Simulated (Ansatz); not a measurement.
The calculation used DFT PBE, scalar-relativistic, plane waves, PAW in Ansatz 0.2.0. All cells share a 420 eV cutoff and Γ-centred k meshes spaced at most about 0.3 Å⁻¹ (about 0.25 or finer for metals, 2π included). No spin polarisation in the final relaxations.

All energies are static (0 K, no zero-point motion). All come from trial cells, and lower structures may exist.

Task: These unrelaxed guesses for C are each relaxed within their symmetry. Order them by the energy at which they end, lowest first.
1.

Space group R-3m:H (No. 166). a = 6.790 Å, b = 6.790 Å, c = 2.373 Å, α = 90.00°, β = 90.00°, γ = 120.00°
```csv
atom,site,symmetry,x,y,z
C,18h,.m,0.8737,0.1263,0.9325
```

2.

Space group I4_1/amd:1 (No. 141). a = 2.527 Å, b = 2.527 Å, c = 8.755 Å, α = 90.00°, β = 90.00°, γ = 90.00°
```
atom  site  symmetry       x       y       z
   C    8e      2mm. 0.0000  0.0000  0.0833
```

Result: 2 (ends in I4_1/amd, 0 meV/atom), 1 (ends in R-3m, 97 meV/atom).

The part of the Crystallography Open Database at hand lists C in space groups No. 58, 69, 71, 141, 166 and others; sharing a group (I4_1/amd and R-3m) doesn't make a cell the listed structure. Some types were kept out of the candidates beforehand, so the set may lack a known form.
